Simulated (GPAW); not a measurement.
**CaF2 (Fluorite): single point with PBE**

CaF2 (Fluorite):

```xyz
3
Lattice="0.0000 2.7310 2.7310 2.7310 0.0000 2.7310 2.7310 2.7310 0.0000" Properties=species:S:1:pos:R:3 pbc="T T T"
Ca    0.0000    0.0000    0.0000
F     4.0965    4.0965    4.0965
F     1.3655    1.3655    1.3655
```

* Program: GPAW 26.7.0
* Task: single point
* Functional: PBE
* Potentials or basis: GPAW PAW data sets (gpaw-data 1.2.1)
* Cutoff: 600 eV
* Basis: pw
* k mesh: 7 × 7 × 7
* Occupations: fermi-dirac, width 0.05 eV
* Spin: no spin polarisation

```json
{
  "Pressure": "2.4 GPa",
  "Band gap on the k mesh": "7.31 eV, indirect (least direct gap 7.54 eV)"
}
```

Levels at points of the mesh, in eV from the valence-band top:
```csv
k point,band 10,band 11,band 12,band 13,band 14,band 15
"(0.00, 0.00, 0.00)",-0.23,-0.23,-0.23,7.31,9.17,9.17
```

Wall time 7 s on 1 thread of AMD EPYC 9R45 96-Core Processor (Zen 5), on a shared host, peak memory 0.15 GiB.

Caveat: the cutoff is short for stress and forces, so pressures can be off by a GPa or more; an odd mesh through Γ misses points on the zone boundary, where band edges often lie.
